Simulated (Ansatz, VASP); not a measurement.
## Two plane-wave programs on SiO2

File POSCAR:

```
SiO2
1.0
    3.8505735901      0.0000000000      0.0000000000
    0.0000000000      3.8505735901      0.0000000000
    0.0000000000      0.0000000000      2.4552453754
Si O
2 4
Direct
    0.5000000000      0.5000000000      0.5000000000
    0.0000000000      0.0000000000      0.0000000000
    0.6938852014      0.6938852014      0.0000000000
    0.1938852014      0.8061147986      0.5000000000
    0.3061147986      0.3061147986      0.0000000000
    0.8061147986      0.1938852014      0.5000000000
```

File INCAR.step1:

```
SYSTEM = SiO2
PREC = Accurate
ENCUT = 520
ISMEAR = 0
SIGMA = 0.05
LREAL = .False.
LASPH = .True.
NELM = 80
NBANDS = 25
GGA = PE
ALGO = Normal
EDIFF = 1E-4
LWAVE = .True.
LCHARG = .False.
```

File INCAR.step2:

```
SYSTEM = SiO2
PREC = Accurate
ENCUT = 520
EDIFF = 1E-6
ISMEAR = 0
SIGMA = 0.05
LREAL = .False.
LASPH = .True.
NELM = 80
ALGO = Normal
ISIF = 2
LWAVE = .False.
LCHARG = .False.
METAGGA = R2SCAN
LMIXTAU = .True.
NBANDS = 25
ISTART = 1
```

File KPOINTS:

```
regular mesh
0
Gamma
  6 6 8
  0 0 0
```

Input for Ansatz:

```yaml
crystal:
  lattice:
    - [3.8505735901, 0.0, 0.0]
    - [0.0, 3.8505735901, 0.0]
    - [0.0, 0.0, 2.4552453754]
  atoms:
    - { symbol: Si, position: [0.5, 0.5, 0.5] }
    - { symbol: Si, position: [0.0, 0.0, 0.0] }
    - { symbol: O, position: [0.6938852014, 0.6938852014, 0.0] }
    - { symbol: O, position: [0.1938852014, 0.8061147986, 0.5] }
    - { symbol: O, position: [0.3061147986, 0.3061147986, 0.0] }
    - { symbol: O, position: [0.8061147986, 0.1938852014, 0.5] }
basis:
  ecutwfc: 500
kpoints:
  mp_grid: { grid: [6, 6, 8] }
hamiltonian:
  xc: r2scan
scf:
  occupations: { method: gaussian, width: 0.05 }
output:
  forces: true
  stress: true
  eigenvalues: true
```

Change from the starting cell: strain -0.080 along x and y, -0.080 along z, atoms carried along.

Alike in both runs: task single point; functional r2SCAN; k mesh 6 × 6 × 8; occupations gaussian, width 0.05 eV; no spin polarisation.

|  | VASP | Ansatz |
| --- | --- | --- |
| version | VASP 6.6.1 | Ansatz 0.2.0 |
| potentials or method | VASP PAW PBE potentials, release 64 (Si, O) | scalar-relativistic, plane waves, PAW |
| plane-wave cutoff (eV) | 520 | 500 |
| valence electrons in the cell | 32 | 32 |

Ansatz gave:

| Quantity | Value |
| --- | --- |
| gap on the k mesh at the Fermi level (eV) | 8.47 |
| least direct gap on the mesh (eV) | 8.47 |
| pressure (GPa) | 139.4 |
| largest component of the traceless stress (GPa) | 18.06 |
| rms of the force components (eV/Å) | 1.091 |

Problem. Estimate VASP's values.

Solution. gap on the k mesh at the Fermi level (eV): 8.43; least direct gap on the mesh (eV): 8.43; pressure (GPa): 141.3; largest component of the traceless stress (GPa): 19.31; rms of the force components (eV/Å): 1.116.

Atom by atom the forces differ by 0.026 eV/Å (rms over components).

Caveats: the cell as given lies far from equilibrium; so large a pressure means that the cell lies far from this level's equilibrium, or that cutoff or potentials fall short (VASP); the potentials were made for another functional, which shifts forces and pressure (VASP). A k mesh can miss the band edges.
